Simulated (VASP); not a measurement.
Write the native input for VASP 6.6.1 that does the following.

| Quantity | Value |
| --- | --- |
| Task | relaxation of cell and atoms |
| Functional | PBEsol |
| Potentials or basis | VASP PAW PBE potentials, release 64 (Ge_d, Si) |
| Cutoff | 600 eV |
| k mesh | 6 × 6 × 6 |
| Occupations | gaussian, width 0.03 eV |
| Spin | no spin polarisation |
| Further INCAR settings | ALGO = Normal; EDIFF = 1e-06; IBRION = 2; EDIFFG = -0.01; NSW = 90; ISIF = 3 |

The structure of Si7Ge lies in POSCAR:

```
Si7Ge
1.0
    5.4628031700      0.0000000000      0.0000000000
    0.0000000000     -5.4628031700      0.0000000000
    0.0000000000      0.0000000000     -5.4628031700
Ge Si
1 7
Direct
    0.7500000000      0.7500000000      0.7500000000
    0.2500000000      0.2500000000      0.7500000000
    0.2500000000      0.7500000000      0.2500000000
    0.7500000000      0.2500000000      0.2500000000
    0.5000000000      0.0000000000      0.0000000000
    0.0000000000      0.5000000000      0.0000000000
    0.0000000000      0.0000000000      0.5000000000
    0.5000000000      0.5000000000      0.5000000000
```

The cell was built by a generator and needn't be a form met in nature.

The input as run:

INCAR

```
SYSTEM = Si7Ge
  PREC = Accurate
  ENCUT = 600
  EDIFF = 1E-6
  ISMEAR = 0
  SIGMA = 0.03
  LREAL = .False.
  LASPH = .True.
  NELM = 80
  ALGO = Normal
  ISIF = 3
  LWAVE = .False.
  LCHARG = .False.
  GGA = PS
  IBRION = 2
  NSW = 90
  EDIFFG = -0.01
  KPAR = 4
```

KPOINTS

```
Automatic mesh
0
Gamma
  6 6 6
  0 0 0
```

Potentials or basis: VASP PAW PBE potentials, release 64 (Ge_d, Si).

Command:

```bash
$ cat potpaw_PBE.64/Ge_d/POTCAR potpaw_PBE.64/Si/POTCAR > POTCAR
$ mpirun -np 4 vasp_std > vasp.out
```

It gave:

The relaxed volume is 20.34 Å³/atom. The relaxed cell is a = 5.459 Å, b = 5.459 Å, c = 5.459 Å, α = 90.00°, β = 90.00°, γ = 90.00°. The space group after relaxing (to 0.05 Å) is P-43m (No. 215) and the energy gained by relaxing is 2.4 meV/atom. The ionic steps are 4, the pressure after relaxing is 0.1 GPa and the band gap on the k mesh is 0.27 eV, direct.

Caveat: the PAW data sets were made with another functional, which shifts forces and pressure a little.

It took 48 s on 4 MPI ranks on AMD EPYC 9R45 (Zen 5), with other jobs on the host, peak memory 0.36 GiB a rank.
